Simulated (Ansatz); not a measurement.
## HfSiO4 and a variant

Base: an entry of the Crystallography Open Database (COD), ions relaxed with PBE at fixed cell.

```xyz
12
Lattice="-3.2862 3.2862 2.9816 3.2862 -3.2862 2.9816 3.2862 3.2862 -2.9816" Properties=species:S:1:pos:R:3 pbc="T T T"
Hf    0.0000    3.2862    1.4908
Hf    0.0000    0.0000    0.0000
Si    3.2862    0.0000    1.4908
Si    0.0000    0.0000    2.9816
O     3.2862    2.0685   -1.0777
O     4.5040    0.0000    0.4131
O     0.0000    1.2177    1.9039
O     2.0685    0.0000    0.4131
O     3.2862    1.2177    2.5685
O     1.2177    0.0000    4.0593
O     3.2862   -1.2177    2.5685
O     2.0685    3.2862    1.0777
```

Atoms are numbered from 1 in the order listed; like atoms form one site, named after its first atom.

Level of theory: DFT, PBE, plane waves and PAW, scalar-relativistic, 420 eV cutoff, Γ-centred 7×7×7 k-points, Fermi–Dirac smearing 0.02 eV (Ansatz 0.2.0).

Q: Variant: z stretched by 1 %, ions relaxed. What happens to the gradients (10²¹ V/m²)?

A: 

| site | atoms | V_zz base | η base | V_zz variant | η variant |
| --- | --- | --- | --- | --- | --- |
| Hf | 1, 2 | 14.29 | 0.00 | 15.88 | 0.00 |
| Si | 3, 4 | -2.06 | 0.00 | -2.18 | 0.00 |
| O | 5, 6, 7, 8, 9, … | 4.79 | 0.86 | 4.98 | 0.82 |

The largest change of V_zz is on Hf, from 14.29 to 15.88. In per cent, |V_zz| changes by +11 on Hf, +6 on Si, +4 on O (all sites that start above 0.5).

Without spin–orbit coupling the gradients at and beside Hf can be off by some per cent, at some sites by more.
For the base: At this cell the PBE pressure is 7 GPa, so with PBE the cell would grow if it were relaxed.
